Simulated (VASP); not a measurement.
# As (R-3m) in VASP: single point with PBE0

Aim: the single point of As with PBE0.

Everything below comes from runs of VASP 6.6.1. Logs are shortened: lines on timing, memory, paths and dates and some standing lists are left out, and cuts for length are marked.

## 1. The structure

The structure is trigonal, space group R-3m (No. 166). The conventional cell has a = 3.789 Å, b = 3.789 Å, c = 10.085 Å, α = 90.00°, β = 90.00°, γ = 120.00°. As (site symmetry 3m) has 3 As at 2.54 Å as nearest neighbours.

## 2. Single point, PBE0

File POSCAR:

```
As
1.0
    1.8943900000      1.0937300000      3.3616100000
   -1.8943900000      1.0937300000      3.3616100000
    0.0000000000     -2.1874500000      3.3616100000
As
2
Direct
    0.2305600000      0.2305600000      0.2305600000
    0.7694400000      0.7694400000      0.7694400000
```

File INCAR.step1:

```
PREC = Accurate
ENCUT = 520
EDIFF = 1E-5
ISMEAR = 0
SIGMA = 0.1
LREAL = False
LASPH = True
NELM = 60
ALGO = Normal
ISIF = 2
LWAVE = True
NBANDS = 12
GGA = PE
```

File INCAR.step2:

```
PREC = Accurate
ENCUT = 520
EDIFF = 1E-7
ISMEAR = 0
SIGMA = 0.1
LREAL = False
LASPH = True
NELM = 60
ALGO = Normal
ISIF = 2
LWAVE = False
LCHARG = True
GGA = PE
LHFCALC = True
AEXX = 0.25
PRECFOCK = Fast
HFRCUT = -1
LELF = True
LVHAR = True
NBANDS = 12
ISTART = 1
```

File KPOINTS:

```
Automatic mesh
0
Gamma
  6 6 6
```

Potentials or basis: VASP PAW PBE potentials, release 64 (As).

Started as:

```console
$ cat potpaw_PBE.64/As/POTCAR > POTCAR
$ cp INCAR.step1 INCAR
$ mpirun -np 1 vasp_std > vasp.out
$ cp INCAR.step2 INCAR
$ mpirun -np 1 vasp_std > vasp.out
```

OUTCAR:

```text
PREC = Accurate
   ENCUT = 520
   EDIFF = 1E-7
   ISMEAR = 0
   LREAL = False
   LASPH = True
   NELM = 60
   ISIF = 2
   GGA = PE
   LHFCALC = True
   AEXX = 0.25
   PRECFOCK = Fast
   ISTART = 1

 ion  position               nearest neighbor table
   1  0.231  0.231  0.231-   2 2.54   2 2.54   2 2.54
   2  0.769  0.769  0.769-   1 2.54   1 2.54   1 2.54

  LATTYP: Found a trigonal (rhomboedric) cell.
 ALAT       =     4.0106583720
 COS(alpha) =     0.5537915596

  Lattice vectors:

 A1 = (   1.8943900000,   1.0937300000,   3.3616100000)
 A2 = (  -1.8943900000,   1.0937300000,   3.3616100000)
 A3 = (   0.0000000000,  -2.1874500000,   3.3616100000)

Analysis of symmetry for initial positions (statically):
=====================================================================
 Subroutine PRICEL returns:
 Original cell was already a primitive cell.

 Routine SETGRP: Setting up the symmetry group for a
 trigonal (rhombohedral) supercell.

 Subroutine GETGRP returns: Found 12 space group operations
 (whereof 12 operations were pure point group operations)
 out of a pool of 12 trial point group operations.

The static configuration has the point symmetry D_3d.

Analysis of symmetry for dynamics (positions and initial velocities):
=====================================================================
 Subroutine PRICEL returns:
 Original cell was already a primitive cell.

 Routine SETGRP: Setting up the symmetry group for a
 trigonal (rhombohedral) supercell.

 Subroutine GETGRP returns: Found 12 space group operations
 (whereof 12 operations were pure point group operations)
 out of a pool of 12 trial point group operations.

The dynamic configuration has the point symmetry D_3d.

 Subroutine INISYM returns: Found 12 space group operations
 (whereof 12 operations are pure point group operations),
 and found     1 'primitive' translations

----------------------------------------------------------------------------------------

                                     Primitive cell

  volume of cell :      41.7904

  direct lattice vectors                    reciprocal lattice vectors
     1.894390000  1.093730000  3.361610000     0.263937204  0.152384203  0.099158684
[... 94 lines left out ...]
   POTIM  = 0.5000    time-step for ionic-motion
   TEBEG  =    0.0;   TEEND  =   0.0 temperature during run
   PSTRESS=    0.0 pullay stress
   NELECT =      10.0000    total number of electrons
   NUPDOWN=      -1.0000    fix difference up-down
   EMIN   =  10.00;   EMAX   =-10.00  energy-range for DOS
   EFERMI =   0.00;   METHOD = LEGACY
   ISMEAR =     0;   SIGMA  =   0.10  broadening in eV -4-tet -1-fermi 0-gaus
   EFERMI_NEDOS =   21; number of points for ismear=-14 and -15
   IALGO  =     38    algorithm
   IMIX   =      1    mixing-type and parameters
     AMIX     =   0.40;   BMIX     =  1.00
     AMIX_MAG =   1.60;   BMIX_MAG =  1.00
  volume/ion in A,a.u.               =      20.90       141.01
  Fermi-wavevector in a.u.,A,eV,Ry     =   1.016364  1.920649 14.054759  1.032996
  Thomas-Fermi vector in A             =   2.149703
   LORBIT       =      0    0 simple, 1 ext, 2 COOP (PROOUT), +10 PAW based schemes
   GGA     = PE    functional components
   LHFCALC =     T    Hartree Fock is set to
   PRECFOCK=fast      Normal, Fast or Accurate (Low or Medium for compatibility)
   ENCUT4O =  -1.0   cutoff for four orbital integrals eV
   NKREDX  =     1    reduce k-point grid by
   NKREDY  =     1    reduce k-point grid by
   NKREDZ  =     1    reduce k-point grid by
   AEXX    =    0.2500 exact exchange contribution
   HFSCREEN=    0.0000 screening length (either q_TF or 0.3 A-1)
   HFSCREENC=   0.0000 screening length for correlation (either q_TF or 0.3 A-1)
   ENCUTFOCK=  -1.0 apply spherical cutoff to Coloumb kernel
   IVDW    =     0    specifies the selected vdW correction
   LEPSILON=     F    determine dielectric tensor
   LRPA    =     F    only Hartree local field effects (RPA)
 non-spin polarized calculation
 Gauss-broadening in eV      SIGMA  =   0.10
  energy-cutoff  :      520.00
  volume of cell :       41.79
 maximum number of plane-waves:      1137
 NGX is ok and might be reduce to    30
  NGX = 16; NGY = 16; NGZ = 16

 number of electron       9.9999999 magnetization

 Free energy of the ion-electron system (eV)
  ---------------------------------------------------
  ext. energy  EPLUGINS =         0.00000000
  ---------------------------------------------------
  free energy    TOTEN  =       -12.27509675 eV

  energy without entropy =      -12.27352955  energy(sigma->0) =      -12.27431315

 E-fermi :   5.7765     XC(G=0):  -8.0235

 val. band max:        5.7765380354   @ k =   0.3333   0.1667   0.1667
 cond. band min:       6.4389106069   @ k =   0.5000   0.5000   0.5000
 fundamental gap:      0.6623725715
 Fermi energy:         5.7765380385

 k-point     1 :       0.0000    0.0000    0.0000
  band No.  band energies     occupation
      1     -11.6839      2.00000
      2      -0.8480      2.00000
      3       2.4641      2.00000
      4       2.8215      2.00000
      5       2.8215      2.00000
      6       8.5188      0.00000
      7       9.6641      0.00000
      8       9.6641      0.00000
      9      13.0171      0.00000
     10      13.0171      0.00000
     11      13.4717      0.00000
     12      15.1348      0.00000
[... 331 lines left out ...]
 k-point    24 :      -0.3333    0.5000    0.1667
  band No.  band energies     occupation
      1      -8.1109      2.00000
      2      -6.1926      2.00000
      3      -1.9362      2.00000
      4      -0.7337      2.00000
      5       2.7904      2.00000
      6       8.6613      0.00000
      7      10.3708      0.00000
      8      13.5166      0.00000
      9      13.6790      0.00000
     10      15.4513      0.00000
     11      18.9614      0.00000
     12      20.2616      0.00000

 [... further k-points ...]
[... 5 lines left out ...]
  --------------------------------------------------------------------------------------
  -------------------------------------------------------------------------------------
  Total       -0.2183571     -0.2183572      0.2977974      0.0000000      0.0000003      0.0000000
  in kB       -8.3714602     -8.3714616     11.4170703      0.0000000      0.0000113      0.0000000
  external PRESSURE =      -1.7752838 kB  Pullay stress =       0.0000000 kB

 VOLUME and BASIS-vectors are now :
 -----------------------------------------------------------------------------
  energy-cutoff  :      520.00
  volume of cell :       41.79
      direct lattice vectors                 reciprocal lattice vectors
     1.894390000  1.093730000  3.361610000     0.263937204  0.152384203  0.099158684
    -1.894390000  1.093730000  3.361610000    -0.263937204  0.152384203  0.099158684
     0.000000000 -2.187450000  3.361610000     0.000000000 -0.304768406  0.099159138

 POSITION                                       TOTAL-FORCE (eV/Angst)
 -----------------------------------------------------------------------------------
      0.00000      0.00000      2.32516         0.000000     -0.000001     -0.581649
      0.00000      0.00001      7.75967         0.000000      0.000001      0.581649
 -----------------------------------------------------------------------------------
    total drift:                               -0.000000     -0.000000      0.000000

  FREE ENERGIE OF THE ION-ELECTRON SYSTEM (eV)
  ---------------------------------------------------
  free  energy   TOTEN  =       -12.2750967480 eV

  energy  without entropy=      -12.2735295543  energy(sigma->0) =      -12.27431315
```

OUTCAR.step1:

```text
PREC = Accurate
   ENCUT = 520
   EDIFF = 1E-5
   ISMEAR = 0
   LREAL = False
[... 587 lines left out ...]
      0.00000      0.00000      2.32516         0.000000     -0.000000     -0.131569
      0.00000      0.00001      7.75967         0.000000      0.000000      0.131569
 -----------------------------------------------------------------------------------
    total drift:                               -0.000000     -0.000000      0.000000

  FREE ENERGIE OF THE ION-ELECTRON SYSTEM (eV)
  ---------------------------------------------------
  free  energy   TOTEN  =        -9.3438757878 eV

  energy  without entropy=       -9.3422990893  energy(sigma->0) =       -9.34308744
```

OSZICAR.step1:

```text
N       E                     dE             d eps       ncg     rms          rms(c)
DAV:   1     0.281278159484E+02    0.28128E+02   -0.42287E+03   768   0.692E+02
DAV:   2    -0.775818444376E+01   -0.35886E+02   -0.34359E+02  1008   0.112E+02
DAV:   3    -0.934540695101E+01   -0.15872E+01   -0.15827E+01   968   0.239E+01
DAV:   4    -0.935276173089E+01   -0.73548E-02   -0.73543E-02   884   0.179E+00
DAV:   5    -0.935277784935E+01   -0.16118E-04   -0.16119E-04   956   0.937E-02    0.330E+00
DAV:   6    -0.934693866944E+01    0.58392E-02   -0.30342E-03   864   0.375E-01    0.198E+00
DAV:   7    -0.934370932996E+01    0.32293E-02   -0.76563E-03   856   0.598E-01    0.905E-02
DAV:   8    -0.934384965635E+01   -0.14033E-03   -0.14806E-04   924   0.758E-02    0.197E-02
DAV:   9    -0.934387555501E+01   -0.25899E-04   -0.23920E-05   908   0.331E-02    0.632E-03
DAV:  10    -0.934387578783E+01   -0.23282E-06   -0.16049E-06   500   0.736E-03
   1 F= -.93438758E+01 E0= -.93430874E+01  d E =-.157670E-02
```

Wall time 10 min (1 thread of Intel Xeon Platinum 8559C (Emerald Rapids), shared host); peak memory 0.19 GiB.

What came out:

| Property | Result |
| --- | --- |
| Free energy | -12.2751 eV |
| Pressure | -0.2 GPa |
| Largest force | 0.582 eV/Å |
| Band gap on the k mesh | none (metal or under the smearing width) |

Forces on the atoms (eV/Å):
```
As   0.000  0.000 -0.582
As   0.000  0.000  0.582
```

Caveat: the PAW data sets were made with another functional, which shifts forces and pressure a little.
